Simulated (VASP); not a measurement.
Input of a VASP 6.6.1 run:

INCAR

```
PREC = Accurate
ENCUT = 520
EDIFF = 1E-6
ISMEAR = 0
SIGMA = 0.03
LREAL = False
LASPH = True
NELM = 80
ALGO = Normal
ISIF = 2
LWAVE = False
LCHARG = False
MAGMOM = 0 0 0 0 0 0
LORBIT = 11
LSORBIT = True
GGA_COMPAT = False
GGA = PE
```

Contents of KPOINTS:

```
regular mesh
0
Gamma
  6 6 6
```

POSCAR

```
CaSe                                    
1.0
    0.0000000000      2.9384610340      2.9384610340
    2.9384610340      0.0000000000      2.9384610340
    2.9384610340      2.9384610340      0.0000000000
  Ca              Se            
     1     1
Direct
     0.0000000000000000    0.0000000000000000    0.0000000000000000
     0.5000000000000000    0.5000000000000000    0.5000000000000000
```

KPOINTS_OPT

```
explicit points
252
Reciprocal
 0.0000000000  0.0000000000  0.0000000000 1
 0.0357142857  0.0000000000  0.0357142857 1
 0.0714285714  0.0000000000  0.0714285714 1
 0.1071428571  0.0000000000  0.1071428571 1
 0.1428571429  0.0000000000  0.1428571429 1
 0.1785714286  0.0000000000  0.1785714286 1
[... 244 lines left out ...]
 0.4883566600  0.0116433400  0.5000000000 1
 0.5116433400 -0.0116433400  0.5000000000 1
```

Potentials or basis: VASP PAW PBE potentials, release 64 (Ca_sv, Se).

Launch:

```bash
$ cat potpaw_PBE.64/Ca_sv/POTCAR potpaw_PBE.64/Se/POTCAR > POTCAR
$ mpirun -np 1 vasp_ncl > vasp.out
```

Question: Estimate the pressure.

Answer: 2.3 GPa.
